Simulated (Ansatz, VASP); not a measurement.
# ZnSe (Stilleite): VASP beside Ansatz

Aim: how closely do two programs agree when they are given the same cell, functional and k mesh? The cell is taken from a series of VASP runs on this material, whose earlier steps may have relaxed, scaled or displaced it; both programs get it as it stands.

Main program and level: Ansatz 0.2.0; plane waves, with VASP 6.6.1 beside it; band structure at PBE0.

## (1) Starting point

Symmetry: F-43m, No. 216, cubic system. The conventional cell has a = 5.668 Å, b = 5.668 Å, c = 5.668 Å, α = 90.00°, β = 90.00°, γ = 90.00°. Nearest to Se lie 4 Zn at 2.45 Å. Nearest to Zn lie 4 Se at 2.45 Å. Farther neighbours and most contacts between anions are not listed.

Structure file:

```cif
data_structure
_symmetry_space_group_name_H-M 'F-43m'
_symmetry_Int_Tables_number 216
_cell_length_a 5.6676
_cell_length_b 5.6676
_cell_length_c 5.6676
_cell_angle_alpha 90.000
_cell_angle_beta 90.000
_cell_angle_gamma 90.000
_cell_volume 182.05
loop_
_atom_site_label
_atom_site_type_symbol
_atom_site_symmetry_multiplicity
_atom_site_Wyckoff_symbol
_atom_site_fract_x
_atom_site_fract_y
_atom_site_fract_z
_atom_site_occupancy
Se1 Se 4 c 0.25000 0.25000 0.25000 1
Zn1 Zn 4 a 0.00000 0.00000 0.00000 1
```

## (2) VASP: band structure, PBE0

The same path points are solved in both programs, so levels can be compared one by one.

Lines of VASP's logs that name or quote its potential files are left out, and so is its time.

The run reads the wave functions of an earlier VASP run, which isn't shown here.

INCAR

```
SYSTEM = ZnSe
PREC = Accurate
ENCUT = 350
EDIFF = 1E-06
NELM = 100
ISMEAR = 0
SIGMA = 0.03
LREAL = .FALSE.
ALGO = Normal
LHFCALC = .TRUE.
AEXX = 0.25
GGA = PE
LASPH = .TRUE.
NBANDS = 15
PRECFOCK = Fast
HFRCUT = -1
LORBIT = 11
LWAVE = .FALSE.
LCHARG = .FALSE.
KPAR = 4
```

POSCAR

```
ZnSe
1.0
    0.0000000000      2.8338000000      2.8338000000
    2.8338000000      0.0000000000      2.8338000000
    2.8338000000      2.8338000000      0.0000000000
Se Zn
1 1
Direct
    0.7500000000      0.7500000000      0.7500000000
    0.0000000000      0.0000000000      0.0000000000
```

KPOINTS

```
Automatic mesh
0
Gamma
5 5 5
0 0 0
```

KPOINTS_OPT

```
Line mode
10
Line-mode
Reciprocal
  0.00000000   0.00000000   0.00000000 GAMMA
  0.50000000   0.00000000   0.50000000 X

  0.50000000   0.00000000   0.50000000 X
  0.50000000   0.25000000   0.75000000 W

  0.50000000   0.25000000   0.75000000 W
  0.37500000   0.37500000   0.75000000 K

  0.37500000   0.37500000   0.75000000 K
  0.00000000   0.00000000   0.00000000 GAMMA

  0.00000000   0.00000000   0.00000000 GAMMA
  0.50000000   0.50000000   0.50000000 L

  0.50000000   0.50000000   0.50000000 L
  0.62500000   0.25000000   0.62500000 U

  0.62500000   0.25000000   0.62500000 U
  0.50000000   0.25000000   0.75000000 W

  0.50000000   0.25000000   0.75000000 W
  0.50000000   0.50000000   0.50000000 L

  0.50000000   0.50000000   0.50000000 L
  0.37500000   0.37500000   0.75000000 K

  0.62500000   0.25000000   0.62500000 U
  0.50000000   0.00000000   0.50000000 X
```

Potentials, in the order of the species: Se and Zn (PBE family, release 64).

On the command line:

```bash
$ mpirun -np 4 vasp_std
```

Numbers of over 12 decimals in the logs are rounded to 6 here.

Output:

```text
[banner, memory and clock lines left out]
running    4 mpi-ranks, on    1 nodes
 distrk:  each k-point on    1 cores,    4 groups
 distr:  one band on    1 cores,    1 groups

 POSCAR found type information on POSCAR SeZn
 POSCAR found :  2 types and       2 ions
 LDA part: xc-table for (Slater+PW92), standard interpolation
 found WAVECAR, reading the header
 POSCAR, INCAR and KPOINTS ok, starting setup
 FFT: planning ... GRIDC
 FFT: planning ... GRID_SOFT
 FFT: planning ... GRID
 HFRCUT set to (new)   11.074386
 reading WAVECAR
 the WAVECAR file was read successfully
 initial charge from wavefunction
 entering main loop
       N       E                     dE             d eps       ncg     rms          rms(c)
DAV:   1    -0.798431006914E+01   -0.79843E+01   -0.12250E+00   402   0.288E+01    0.261E+00
DAV:   2    -0.795009887694E+01    0.34211E-01   -0.23954E-01   342   0.965E+00    0.138E+00
DAV:   3    -0.794827846220E+01    0.18204E-02   -0.30957E-02   370   0.299E+00    0.842E-01
DAV:   4    -0.794740461768E+01    0.87384E-03   -0.27609E-03   300   0.623E-01    0.506E-01
DAV:   5    -0.794714903343E+01    0.25558E-03   -0.60739E-04   383   0.267E-01    0.297E-01
DAV:   6    -0.794710685961E+01    0.42174E-04   -0.13540E-04   321   0.909E-02    0.167E-01
DAV:   7    -0.794708515851E+01    0.21701E-04   -0.13925E-05   342   0.394E-02    0.919E-02
DAV:   8    -0.794707695070E+01    0.82078E-05   -0.45726E-06   328   0.163E-02    0.481E-02
DAV:   9    -0.794707453497E+01    0.24157E-05   -0.17244E-06   335   0.871E-03    0.247E-02
DAV:  10    -0.794707385248E+01    0.68249E-06   -0.54094E-07   234   0.555E-03
   1 F= -.79470739E+01 E0= -.79470739E+01  d E =-.106006E-13
 Start KPOINTS_OPT (optional k-point list driver)
k-point batch [1-10\100]
       N       E                     dE             ncg
DAV:   1    -0.159760666878E+02   -0.25456E+04      300
DAV:   2    -0.101008321198E+04   -0.99411E+03      307
DAV:   3    -0.107721860488E+04   -0.67135E+02      363
DAV:   4    -0.107819679199E+04   -0.97819E+00      384
DAV:   5    -0.107820288248E+04   -0.60905E-02      398
DAV:   6    -0.107820292285E+04   -0.40367E-04      377
DAV:   7    -0.107820292326E+04   -0.41239E-06      297
[...]
k-point batch [91-100\100]
       N       E                     dE             ncg
DAV:   1    -0.138778153556E+03   -0.55374E+04      300
DAV:   2    -0.109486134251E+04   -0.95608E+03      342
DAV:   3    -0.115077919426E+04   -0.55918E+02      370
DAV:   4    -0.115152616223E+04   -0.74697E+00      384
DAV:   5    -0.115153091022E+04   -0.47480E-02      398
DAV:   6    -0.115153094242E+04   -0.32201E-04      391
DAV:   7    -0.115153094272E+04   -0.30143E-06      318
```

Parts of OUTCAR (step 2):

```text
ion  position               nearest neighbor table
   1  0.750  0.750  0.750-   2 2.45   2 2.45   2 2.45   2 2.45
   2  0.000  0.000  0.000-   1 2.45   1 2.45   1 2.45   1 2.45

  LATTYP: Found a face centered cubic cell.
 ALAT       =     5.6676000000

 Subroutine GETGRP returns: Found 24 space group operations
 (whereof 24 operations were pure point group operations)

The static configuration has the point symmetry T_d .

 Found     10 irreducible k-points:

   k-points           NKPTS =     10   k-points in BZ     NKDIM =    125   number of bands    NBANDS=     15

   dimension x,y,z NGX =    24 NGY =   24 NGZ =   24
   dimension x,y,z NGXF=    48 NGYF=   48 NGZF=   48

   ENCUT  =  350.0 eV  25.72 Ry    5.07 a.u.   6.11  6.11  6.11*2*pi/ulx,y,z

   NELECT =      18.0000    total number of electrons

 k-points in reciprocal lattice and weights: Automatic mesh
   0.00000000  0.00000000  0.00000000       0.008
   0.20000000  0.00000000  0.00000000       0.064
   0.40000000  0.00000000  0.00000000       0.064
   0.20000000  0.20000000  0.00000000       0.048
   0.40000000  0.20000000  0.00000000       0.192
  -0.40000000  0.20000000  0.00000000       0.192
  -0.20000000  0.20000000  0.00000000       0.096
   0.40000000  0.40000000  0.00000000       0.048
  -0.40000000  0.40000000  0.00000000       0.096
  -0.40000000  0.40000000  0.20000000       0.192

  exchange ACFDT corr.  =         0.00000000  see jH, gK, PRB 81, 115126

 average (electrostatic) potential at core
       1 -51.8243       2 -29.1711

 E-fermi :   0.7537

 k-point     1 :       0.0000    0.0000    0.0000
  band No.  band energies     occupation
    ...
      5      -7.2890      2.00000
      6      -7.2890      2.00000
      7       0.6056      2.00000
      8       0.6056      2.00000
      9       0.6056      2.00000
     10       3.6633      0.00000
     11       8.2631      0.00000
     12       8.2631      0.00000
     13       8.2631      0.00000
     14      12.5967      0.00000
    ...

 k-point     2 :       0.2000    0.0000    0.0000
  band No.  band energies     occupation
    ...
      5      -7.2907      2.00000
      6      -7.2907      2.00000
      7      -1.8945      2.00000
      8       0.2463      2.00000
      9       0.2463      2.00000
     10       5.0844      0.00000
     11       8.5435      0.00000
     12       8.8100      0.00000
     13       8.8100      0.00000
     14      12.8859      0.00000
    ...

 k-point     3 :       0.4000    0.0000    0.0000
  band No.  band energies     occupation
    ...
      5      -7.2796      2.00000
      6      -7.2417      2.00000
      7      -4.5343      2.00000
      8      -0.2484      2.00000
      9      -0.2483      2.00000
     10       4.9979      0.00000
     11       8.8802      0.00000
     12       8.8802      0.00000
     13      10.7663      0.00000
     14      13.1173      0.00000
    ...

  energy-cutoff  :      350.00
  volume of cell :       45.51
      direct lattice vectors                 reciprocal lattice vectors
     0.000000000  2.833800000  2.833800000    -0.176441527  0.176441527  0.176441527
     2.833800000  0.000000000  2.833800000     0.176441527 -0.176441527  0.176441527
     2.833800000  2.833800000  0.000000000     0.176441527  0.176441527 -0.176441527

 POSITION                                       TOTAL-FORCE (eV/Angst)
 -----------------------------------------------------------------------------------
      4.25070      4.25070      4.25070        -0.000000     -0.000000     -0.000000
      0.00000      0.00000      0.00000         0.000000      0.000000      0.000000
 -----------------------------------------------------------------------------------
    total drift:                               -0.000129     -0.000080     -0.000080

  FREE ENERGIE OF THE ION-ELECTRON SYSTEM (eV)
  ---------------------------------------------------
  free  energy   TOTEN  =        -7.9470738525 eV

  energy  without entropy=       -7.9470738525  energy(sigma->0) =       -7.94707385

 total charge
# of ion       s       p       d       tot
------------------------------------------
    1        1.440   2.498   0.027   3.964
    2        0.494   0.442   9.818  10.755
--------------------------------------------------
tot          1.934   2.940   9.845  14.719

[... 3 further parts left out ...]
```

[end of part 1 of 2]

[Lines on the potential files, build, host, timing and source positions are cut from VASP's logs without a mark.]

[Logs are printed without paths, hosts, clocks, repeated set-up lines and the standing remarks that a program may print on its own settings, such as how far it seeks lower states.]

[Hosts, paths, dates, database ids (printed as entryN), source tags and the programs' standing remarks are cut or masked in the printed files.]
